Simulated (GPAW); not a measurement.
GaSb: equilibrium volume by level of theory

**What was measured.** The equilibrium volume of GaSb (F-43m) is reported as 28.32 Å³/atom at 300 K (a printed reference work). The runs below try to reproduce it.

The structure is cubic, space group F-43m (No. 216). The conventional cell has a = 6.118 Å, b = 6.118 Å, c = 6.118 Å, α = 90.00°, β = 90.00°, γ = 90.00°. Around Sb (site symmetry -43m) lie 4 Ga at 2.65 Å. Ga (site symmetry -43m) is surrounded by 4 Sb at 2.65 Å.

```tsv
rung	level	program and potentials	cutoff (eV)	k mesh	smearing	core time	chip	equilibrium volume (Å³/atom)	miss	notes
GGA + dispersion	BLYP+D3(BJ)	GPAW, PAW data sets generated for this functional	600	6 × 6 × 6	fermi-dirac 0.05	23 s	AMD EPYC 9R45 Zen 5	28.79	+1.7 %	-
GGA	PBE	GPAW, GPAW PAW data sets (gpaw-data 1.2.1)	600	6 × 6 × 6	fermi-dirac 0.05	34 s	Intel Xeon 6975P-C Granite Rapids	30.06	+6.1 %	-
GGA + dispersion	PW91+D4	GPAW, PAW data sets generated for this functional	600	6 × 6 × 6	fermi-dirac 0.05	38 s	Intel Xeon 6975P-C Granite Rapids	28.77	+1.6 %	-
GGA + dispersion	PBE+D3(BJ)	GPAW, GPAW PAW data sets (gpaw-data 1.2.1)	600	6 × 6 × 6	fermi-dirac 0.05	49 s	Intel Xeon Platinum 8488C Sapphire Rapids	28.83	+1.8 %	-
GGA	PBEsol	GPAW, PAW data sets generated for this functional	600	8 × 8 × 8	fermi-dirac 0.05	56 s	Intel Xeon 6975P-C Granite Rapids	28.56	+0.8 %	-
```

Times are single runs on shared hosts and different chips, so they are rough; meshes, cutoffs and the tasks' sizes weigh on the time. Task: equation of state. All rows: no spin polarisation. Smearing widths are in eV. For a metal such meshes aren't converged. Meshes differ between rows, which moves values too. Meshes are those of the run's cell of 2 atoms unless a note names another. The cell shown, of 28.62 Å³ an atom, is the runs' start and not the measured value. Misses use the values as printed. Runs on faulty files, with rough fits or with known faults for this quantity aren't shown. No row holds spin-orbit coupling.

By rung: GGA + dispersion 28.77 to 28.83; GGA 28.56 to 30.06 (Å³/atom). Measured: 28.32 Å³/atom at 300 K (a printed reference work). Closest is PBEsol (+0.8 %), and PBE misses by +6.1 % on plain settings. The runs are for a static lattice, while measurements hold temperature and zero-point motion.
